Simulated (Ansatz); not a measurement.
# TiTe2 monolayer (1T) under biaxial strain in the plane of the sheet

Aim: how do the optical modes of TiTe2 monolayer (1T) shift and split under this strain?

Calculated with Ansatz 0.2.0; DFT PBE, scalar-relativistic, plane waves, PAW; PAW set soft_1.

## 1. The starting structure

The cell holds 3 atoms: 1 Ti and 2 Te. Cell: a = 3.730 Å, b = 3.730 Å, c = 30.424 Å, α = 90.0°, β = 90.0°, γ = 120.0°. Vacuum lies along c. The height across the vacuum is the one that the program set for its solve, not the one typed.

## 2. A rough relaxation first

A rough relaxation comes first, because large forces or stress need no tight tolerances yet. The program lengthens the typed cell of 20.0 Å along the normal to 30.4 Å, as its cut-off of the electrostatics needs, and moves no atom.

Input file input.yaml:

```yaml
crystal:
  lattice:
    - [3.73, 0.0, 0.0]
    - [-1.865, 3.23027, 0.0]
    - [0.0, 0.0, 20.0]
  atoms:
    - { symbol: Ti, position: [0.0, 0.0, 0.5] }
    - { symbol: Te, position: [0.333333, 0.666667, 0.5828] }
    - { symbol: Te, position: [0.666667, 0.333333, 0.4172] }
  periodic: [true, true, false]
kpoints:
  mp_grid: { grid: [6, 6, 1] }
hamiltonian:
  xc: pbe
  pseudopotentials: { kind: paw, azcp: { folder: soft_1 } }
scf:
  occupations: { method: gaussian, width: 0.1 }
output:
  forces: true
  stress: true
  eigenvalues: true
relax:
  adjacent_minimum: "off"
  f_tol: 0.05
  max_steps: 80
  cell: { stress_2d_tol: 0.02 }
```

Started as:

```sh
$ ansatz run input.yaml --threads 8 --pin off --max-ram 16384MiB --backend cpu --events-out ev --progress --plain --runs-dir out
```

Numbers of over 12 decimals in the logs are rounded to 6 here.

The program printed:

```text
[...]
F+E_penalty+E_count = -16461.83639175 eV   max|allowed force component| = 1.837e-5 eV/Å   (the final SCF, on the basis selected at the relaxed cell)
  cell:  # Å, volume = 376.6749 Å³
    - [3.781028, 0, 0]
    - [-1.890514, 3.274466, 0]
    - [0, 0, 30.424]
  atoms:
    - { symbol: Ti, position: [0, 0, 0.328688] }
    - { symbol: Te, position: [0.333333, 0.666667, 0.385354] }
    - { symbol: Te, position: [0.666667, 0.333333, 0.272021] }
[key lines of the parts left out:]
SCF converged after 7 iterations
Free energy (F): -16461.836392 eV
Fermi energy:    -4.963018 eV
P = ½ c Tr σ = -0.0025 N/m
```

The job ended after 3.7 s (8 threads of AMD EPYC 9B45 (Zen 5), shared host; peak memory 0.84 GiB; 23 s of CPU time).

The steps of the relaxation:

```tsv
step	energy less that of the first step (eV)	largest force component (eV/Å)	volume (Å³)
1	0.0000	0.8236	366.58
2	0.0149	0.7990	371.41
3	-0.0789	0.0952	372.84
4	-0.0808	0.0175	374.88
5	-0.0810	0.0071	376.61
6	-0.0810	0.0001	376.67
7*	-0.0814	0.0000	376.67
```

Relaxation steps marked * repeat the geometry before them on a plane-wave basis chosen anew for their cell, so energy and pressure can jump there. Relaxation step 2 was tried and not accepted.

Forces are held to the 12 operations that the run works with; a distortion that breaks them can't arise in this run.

```tsv
cell as run	before	after	change
a (Å)	3.730	3.781	+1.4 %
b (Å)	3.730	3.781	+1.4 %
```

The atoms that moved most (Å, along periodic axes as changes of fractional coordinates times the final cell, across vacuum about the mean position):

```tsv
atom	dx	dy	dz	length
Te3	0.000	0.000	-0.068	0.068
Te2	0.000	0.000	0.068	0.068
```

Final coordinates:

```xyz
3
Lattice="3.7810 0.0000 0.0000 -1.8905 3.2745 0.0000 0.0000 0.0000 30.4240" Properties=species:S:1:pos:R:3
Ti    0.0000    0.0000   10.0000
Te    0.0000    2.1830   11.7240
Te    1.8905    1.0915    8.2760
```

Numbers from this step:

```
gap on the k-mesh : 0 eV
area per atom     : 4.127 Å²
```

The relaxation ends with a largest force component of 1.8e-5 eV/Å.

## 3. Relaxation

Harmonic phonons are second derivatives at a point where the forces vanish, and they are wanted at zero stress, so atoms and cell are relaxed first.

Input file input.yaml:

```yaml
crystal:
  lattice:
    - [3.781027672, 0.0, 0.0]
    - [-1.890513836, 3.2744660164, 0.0]
    - [0.0, 0.0, 30.424]
  atoms:
    - { symbol: Ti, position: [0.0, 0.0, 0.328687878] }
    - { symbol: Te, position: [0.3333333333, 0.6666666667, 0.3853542884] }
    - { symbol: Te, position: [0.6666666667, 0.3333333333, 0.2720214676] }
  periodic: [true, true, false]
kpoints:
  mp_grid: { grid: [12, 12, 1] }
hamiltonian:
  xc: pbe
  pseudopotentials: { kind: paw, azcp: { folder: soft_1 } }
scf:
  occupations: { method: gaussian, width: 0.1 }
output:
  forces: true
  stress: true
  eigenvalues: true
  write_density: true
  write_potential: true
  elf: true
  volumetric_format: npy
relax:
  adjacent_minimum: "off"
  f_tol: 0.005
  max_steps: 80
  cell: { stress_2d_tol: 0.02 }
```

The program printed:

```text
[...]
Crystal: 3 atoms, lattice volume = 376.675 Å³
Basis set: ecut = 420 eV, 7361 PW (Γ), exchange–correlation on 54×54×432 points (8 copies of the dense FFT grid, shifted against one another)
Bands: 27, of which v1, the nominal top of the filled ones, is band 22 counted from 1 (21 counted from 0)
Symmetry: 12 space group operations
[...]
k-points: 19 of 144
[...]
SCF iter   9: F=-16461.851997 eV  HF=-16461.851997 eV  |F-HF|=8.61e-9  |Δ(HF+E_count)|=   1.52e-7  Δρ=8.39e-7  dr2=8.79e-9  ethr=2.27e-10  ⟨swp⟩=20.8  Hψ=4974  notcnv=0
SCF 1 converged in 9 iterations: F = -16461.851997 eV  dr2 = 8.79e-9
[...]
relax step   1: F+E_penalty+E_count = -16461.85199705 eV  Δ(F+E_penalty+E_count) = +0.000e0 eV  max|allowed force component| = 5.284e-2 eV/Å  Δτ_max = 0.0000 Å  P = -0.280 N/m  Ω = 376.675 Å³  fix = [c, alpha, beta]  reactions: c -0.000 N/m  (9 SCF iters, dr2 threshold 1.00e-7 eV, accepted)
Crystal: 3 atoms, lattice volume = 372.598 Å³
Basis set: ecut = 420 eV, 7337 PW (Γ), exchange–correlation on 54×54×432 points (8 copies of the dense FFT grid, shifted against one another)
[...]
SCF iter   6: F=-16461.853408 eV  HF=-16461.853408 eV  |F-HF|=6.82e-8  |Δ(HF+E_count)|=   1.52e-7  Δρ=1.84e-6  dr2=3.16e-8  ethr=3.97e-10  ⟨swp⟩=17.1  Hψ=5678  notcnv=0
SCF 2 converged in 6 iterations: F = -16461.853408 eV  dr2 = 3.16e-8
relax step   2: F+E_penalty+E_count = -16461.85340828 eV  Δ(F+E_penalty+E_count) = -1.411e-3 eV  max|allowed force component| = 9.831e-2 eV/Å  Δτ_max = 0.0272 Å  P = -0.313 N/m  Ω = 372.598 Å³  energy of the carried Pulay correction = +1.697e-4 eV  fix = [c, alpha, beta]  reactions: c -0.000 N/m  (6 SCF iters, dr2 threshold 1.75e-7 eV, accepted)
Crystal: 3 atoms, lattice volume = 372.505 Å³
[...]
SCF iter   6: F=-16461.854540 eV  HF=-16461.854540 eV  |F-HF|=1.13e-8  |Δ(HF+E_count)|=   4.20e-8  Δρ=1.26e-6  dr2=3.12e-8  ethr=6.82e-10  ⟨swp⟩=18.5  Hψ=5027  notcnv=0
SCF 3 converged in 6 iterations: F = -16461.854540 eV  dr2 = 3.12e-8
relax step   3: F+E_penalty+E_count = -16461.85454023 eV  Δ(F+E_penalty+E_count) = -1.132e-3 eV  max|allowed force component| = 2.134e-2 eV/Å  Δτ_max = 0.0091 Å  P = -0.139 N/m  Ω = 372.505 Å³  energy of the carried Pulay correction = +1.736e-4 eV  fix = [c, alpha, beta]  reactions: c -0.000 N/m  (6 SCF iters, dr2 threshold 3.00e-7 eV, accepted)
[...]
relax step   4: F+E_penalty+E_count = -16461.85474416 eV  Δ(F+E_penalty+E_count) = -2.039e-4 eV  max|allowed force component| = 5.185e-4 eV/Å  Δτ_max = 0.0005 Å  P = -0.022 N/m  Ω = 371.575 Å³  energy of the carried Pulay correction = +2.128e-4 eV  fix = [c, alpha, beta]  reactions: c -0.000 N/m  (6 SCF iters, dr2 threshold 2.85e-8 eV, accepted)
[...]
relax step   5: F+E_penalty+E_count = -16461.85476418 eV  Δ(F+E_penalty+E_count) = -2.002e-5 eV  max|allowed force component| = 4.403e-4 eV/Å  Δτ_max = 0.0007 Å  P = +0.000 N/m  Ω = 371.276 Å³  energy of the carried Pulay correction = +2.254e-4 eV  fix = [c, alpha, beta]  reactions: c +0.000 N/m  (5 SCF iters, dr2 threshold 6.79e-10 eV, accepted)
[...]
SCF iter   7: F=-16461.854532 eV  HF=-16461.854532 eV  |F-HF|=2.91e-11  |Δ(HF+E_count)|=  2.55e-11  Δρ=9.56e-9  dr2=5.85e-13  ethr=1.00e-12  ⟨swp⟩=13.8  Hψ=3715  notcnv=0
SCF 6 converged in 7 iterations: F = -16461.854532 eV  dr2 = 5.85e-13
relax step   6: F+E_penalty+E_count = -16461.85453189 eV  Δ(F+E_penalty+E_count) = +2.323e-4 eV  max|allowed force component| = 4.909e-4 eV/Å  Δτ_max = 0.0000 Å  P = +0.001 N/m  Ω = 371.276 Å³  fix = [c, alpha, beta]  reactions: c +0.000 N/m  stress off target by 1.04e-3 N/m on what of the cell is left free  SCF on the basis re-selected at this cell (its energy is not comparable with the rows above)  (7 SCF iters)
basis re-selected at this cell: Δ(F+E_penalty+E_count) = +2.323e-4 eV, ΔP = +0.001 N/m vs the last step (what re-selecting the basis moved, of the pressure what is left beyond the Pulay correction that the steps carried, after the strain that the cell walked since its last selection, with what the two solves' SCF thresholds leave and, on support functions, any second-order correction that the steps lacked; it is no m [...]
SCF converged after 7 iterations
Free energy (F): -16461.854532 eV
[...]
Internal energy: -16461.847964 eV  (E = F + TS)
E sigma→0 (E₀):  -16461.851248 eV
Entropy (-TS):   -0.006568 eV (-2.189 meV/atom)
Fermi energy:    -4.859837 eV
[...]
--- Forces (eV/Å), atoms counted from 1 ---
  atom   1  Ti     0.00000000     0.00000000     0.00000000
  atom   2  Te    -0.00000000     0.00000000     0.00049091
  atom   3  Te    -0.00000000    -0.00000000    -0.00049091
  max |Σ_I F_I| component: 9.25e-18 eV/Å
--- 2D stress c σ (N/m, compression-positive) ---
        0.001041       0.000000      -0.000000
       -0.000000       0.001041      -0.000000
       -0.000000      -0.000000       0.000000
  P = ½ c Tr σ = 0.0010 N/m
--- Band table (eV; the first three rows and the last of 19) ---
  k-point 0: bands = [... 18 lower, -6.3057, -6.2729, -4.4154, -4.4154, -4.3400, -3.6982, -3.6982, -1.4840, ... 1 higher]
  k-point 1: bands = [... 18 lower, -6.2954, -5.9310, -4.8838, -4.6415, -4.3898, -3.6839, -3.5468, -1.9357, ... 1 higher]
  k-point 2: bands = [... 18 lower, -6.2832, -6.0320, -5.7274, -5.0125, -4.4854, -3.6124, -3.3991, -2.5340, ... 1 higher]
  k-point 18: bands = [... 18 lower, -8.4507, -7.5412, -6.7788, -6.7788, -3.7766, -3.6323, -3.6323, -2.4209, ... 1 higher]
--- Relaxed structure (5 steps of the walk, 5 accepted, 1 SCFs on fresh bases) ---
[...]
cell:  # Å, volume = 371.2760 Å³
    - [3.753833, 0, 0]
    - [-1.876917, 3.250915, 0]
    - [0, 0, 30.424]
  atoms:
    - { symbol: Ti, position: [0, 0, 0.328687878] }
    - { symbol: Te, position: [0.333333, 0.666667, 0.385957] }
    - { symbol: Te, position: [0.666667, 0.333333, 0.271419] }
```

The job ended after 5.8 s (8 threads; peak memory 1.1 GiB).

Step by step:

```tsv
step	energy less that of the first step (eV)	largest force component (eV/Å)	volume (Å³)
1	0.0000	0.0528	376.67
2	-0.0014	0.0983	372.60
3	-0.0025	0.0213	372.50
4	-0.0027	0.0005	371.57
5	-0.0028	0.0004	371.28
6*	-0.0025	0.0005	371.28
```

Relaxation steps marked * repeat the geometry before them on a plane-wave basis chosen anew for their cell, so energy and pressure can jump there.

Forces are held to the 12 operations that the run works with; a distortion that breaks them can't arise in this run.

```tsv
cell as run	before	after	change
a (Å)	3.781	3.754	-0.7 %
b (Å)	3.781	3.754	-0.7 %
```

The atoms that moved most (Å, along periodic axes as changes of fractional coordinates times the final cell, across vacuum about the mean position):

```tsv
atom	dx	dy	dz	length
Te2	0.000	0.000	0.018	0.018
Te3	0.000	0.000	-0.018	0.018
```

Final coordinates:

```xyz
3
Lattice="3.7538 0.0000 0.0000 -1.8769 3.2509 0.0000 0.0000 0.0000 30.4240" Properties=species:S:1:pos:R:3
Ti    0.0000    0.0000   10.0000
Te    0.0000    2.1673   11.7423
Te    1.8769    1.0836    8.2577
```

This step gave:

```
area per atom : 4.068 Å²
```

Valence density in the ac plane at fractional y = 0.333, with atoms of Te within 0.2 Å of it. It is the smooth field of the valence electrons, not physical close to the nuclei.

Ten steps, logarithmic in the rise over the least value, from '_' (0 e/Å³) to '@' (11 e/Å³), each cell a mean:
```
____________________________
____________________________
____________________________
____________________________
____________________________
____________________________
____________________________
____________________________
____________________________
____________________________
____________________________
____________________________
____________________________
____....____________________
::------::::....______....::
::::--::::::................
::::..::::::::--==++==----::
::......::--==##@@@@@@##++--
__________....::::----::....
____________________________
____________________________
____________________________
____________________________
____________________________
```
Columns run along a (3.8 Å), rows up along c (30.4 Å). Atoms in or near the plane, at fractional coordinates: Te at (0.67, 0.27).

ELF in the ac plane at fractional y = 0.333, with atoms of Te within 0.2 Å of it. It is the smooth field of the valence electrons, not physical close to the nuclei.

Ten even steps from '_' (0.00) to '@' (0.74), each cell a mean:
```
____________________________
____________________________
____________________________
____________________________
____________________________
____________________________
____________________________
____________________________
____________________________
____________________________
____________________________
____________________________
____________________________
++**##**++==::__________..--
%%%%%%%%%%##++::..____..==##
++++++++++==--::......::--==
==::....--++******++********
##++::==##%%**==::....--++##
==..__..--**@@@@@@@@@@@@@@%%
____________::----====--::..
____________________________
____________________________
____________________________
____________________________
```
Columns run along a (3.8 Å), rows up along c (30.4 Å). Atoms in or near the plane, at fractional coordinates: Te at (0.67, 0.27).

Electrostatic potential energy in the ac plane at fractional y = 0.333, with atoms of Te within 0.2 Å of it. With pseudopotentials it is smooth inside the atoms' cores, unlike the true potential.

Ten even steps from '0' (-13 eV) to '9' (0 eV), each cell a mean:
```
99999999999999
99999999999999
99999999999999
99999999999999
99999999999999
99999999999999
99999999999999
99999999999999
99999999999999
99999999999999
99999999999999
99999999999999
99999999999999
98889999999999
42113578999886
43234678898876
54445543333344
57886200365000
99999876555668
99999999999999
99999999999999
99999999999999
99999999999999
99999999999999
```
Columns run along a (3.8 Å; values clipped at the 3rd and 97th percentile), rows up along c (30.4 Å). Atoms in or near the plane, at fractional coordinates: Te at (0.67, 0.27).

## 4. Tight relaxation

Phonons need small forces and stress, so the relaxation is finished with tight tolerances on 12×12×1 k points.

input.yaml, the sections that differ from step 3:

```yaml
crystal:
  lattice:
    - [3.7538330906, 0.0, 0.0]
    - [-1.8769165453, 3.2509148181, 0.0]
    - [0.0, 0.0, 30.424]
  atoms:
    - { symbol: Ti, position: [0.0, 0.0, 0.328687878] }
    - { symbol: Te, position: [0.3333333333, 0.6666666667, 0.3859565477] }
    - { symbol: Te, position: [0.6666666667, 0.3333333333, 0.2714192083] }
  periodic: [true, true, false]
scf:
  occupations: { method: methfessel_paxton, width: 0.2 }
relax:
  adjacent_minimum: "off"
  f_tol: 0.001
  max_steps: 60
  cell: { stress_2d_tol: 0.002 }
# kpoints, hamiltonian, output: as in step 3
```

The program printed:

```text
[...]
Crystal: 3 atoms, lattice volume = 371.276 Å³
Basis set: ecut = 420 eV, 7313 PW (Γ), exchange–correlation on 54×54×432 points (8 copies of the dense FFT grid, shifted against one another)
Bands: 27, of which v1, the nominal top of the filled ones, is band 22 counted from 1 (21 counted from 0)
Symmetry: 12 space group operations
[...]
k-points: 19 of 144
[...]
--- Relaxed structure (3 steps of the walk, 2 accepted, 1 SCFs on fresh bases) ---
[...]
cell:  # Å, volume = 371.3066 Å³
    - [3.753988, 0.0, 0]
    - [-1.876994, 3.251049, 0]
    - [0, 0, 30.424]
  atoms:
    - { symbol: Ti, position: [0, 0, 0.328688] }
    - { symbol: Te, position: [0.333333, 0.666667, 0.385943] }
    - { symbol: Te, position: [0.666667, 0.333333, 0.271433] }
[key lines of the parts left out:]
SCF converged after 10 iterations
Free energy (F): -16461.850823 eV
Fermi energy:    -4.838961 eV
P = ½ c Tr σ = 0.0009 N/m
```

It took 3.7 s on 8 threads; peak memory 1.1 GiB; 25 s of CPU time.

Little changed from the start: no atom moved by 0.005 Å and no cell edge by 0.1 %.

ELF in the ac plane at fractional y = 0.333, with atoms of Te within 0.2 Å of it. It is the smooth field of the valence electrons, not physical close to the nuclei.

Ten even steps from '_' (0.00) to '@' (0.74), each cell a mean:
```
____________________________
____________________________
____________________________
____________________________
____________________________
____________________________
____________________________
____________________________
____________________________
____________________________
____________________________
____________________________
____________________________
++**##**++==::__________..--
%%%%%%%%%%##++::..____..==##
++++++++++==--::......::--==
==::....--++******++********
##++::==##%%**==::....--++##
==..__..--**@@@@@@@@@@@@@@%%
____________::----====--::..
____________________________
____________________________
____________________________
____________________________
```
Columns run along a (3.8 Å), rows up along c (30.4 Å). Atoms in or near the plane, at fractional coordinates: Te at (0.67, 0.27).

Electrostatic potential energy in the ac plane at fractional y = 0.333, with atoms of Te within 0.2 Å of it. With pseudopotentials it is smooth inside the atoms' cores, unlike the true potential.

Values in eV, 24 rows by 14 columns, each cell a mean:
```
  0   0   0   0   0   0   0   0   0   0   0   0   0   0
  0   0   0   0   0   0   0   0   0   0   0   0   0   0
  0   0   0   0   0   0   0   0   0   0   0   0   0   0
  0   0   0   0   0   0   0   0   0   0   0   0   0   0
  0   0   0   0   0   0   0   0   0   0   0   0   0   0
  0   0   0   0   0   0   0   0   0   0   0   0   0   0
  0   0   0   0   0   0   0   0   0   0   0   0   0   0
  0   0   0   0   0   0   0   0   0   0   0   0   0   0
  0   0   0   0   0   0   0   0   0   0   0   0   0   0
  0   0   0   0   0   0   0   0   0   0   0   0   0   0
  0   0   0   0   0   0   0   0   0   0   0   0   0   0
  0   0   0   0   0   0   0   0   0   0   0   0   0   0
  0   0   0   0   0   0   0   0   0   0   0   0   0   0
 -1  -1  -2  -2  -1  -1  -1  -1   0   0   0   0  -1  -1
 -7 -10 -11 -11  -9  -6  -3  -2  -1  -1  -1  -2  -3  -4
 -7  -8  -9  -9  -7  -5  -3  -2  -1  -1  -1  -2  -3  -4
 -6  -7  -8  -7  -6  -6  -7  -8  -9  -9  -9  -8  -8  -7
 -6  -3  -2  -2  -4 -10 -13 -13  -8  -5  -6 -13 -13 -12
 -1  -1  -1  -1  -1  -2  -3  -5  -6  -6  -6  -5  -4  -2
  0   0   0   0   0   0   0   0   0   0   0   0   0   0
  0   0   0   0   0   0   0   0   0   0   0   0   0   0
  0   0   0   0   0   0   0   0   0   0   0   0   0   0
  0   0   0   0   0   0   0   0   0   0   0   0   0   0
  0   0   0   0   0   0   0   0   0   0   0   0   0   0
```
Columns run along a (3.8 Å; values clipped at the 3rd and 97th percentile), rows up along c (30.4 Å). Atoms in or near the plane, at fractional coordinates: Te at (0.67, 0.27).

Valence density in the ac plane at fractional y = 0.333, with atoms of Te within 0.2 Å of it. It is the smooth field of the valence electrons, not physical close to the nuclei.

Ten steps, logarithmic in the rise over the least value, from '_' (0 e/Å³) to '@' (11 e/Å³), each cell a mean:
```
____________________________
____________________________
____________________________
____________________________
____________________________
____________________________
____________________________
____________________________
____________________________
____________________________
____________________________
____________________________
____________________________
____....____________________
::------::::....______....::
::::--::::::................
::::..::::::::--==++==----::
::......::--==##@@@@@@##++--
__________....::::----::....
____________________________
____________________________
____________________________
____________________________
____________________________
```
Columns run along a (3.8 Å), rows up along c (30.4 Å). Atoms in or near the plane, at fractional coordinates: Te at (0.67, 0.27).

The largest force component left is 0.038 meV/Å, within the tolerances set.

(Continued in part 2 of 2.)

[Logs are printed without paths, hosts, clocks, repeated set-up lines and the standing remarks that a program may print on its own settings, such as how far it seeks lower states.]

[Hosts, paths, dates, database ids (printed as entryN), source tags and the programs' standing remarks are cut or masked in the printed files.]
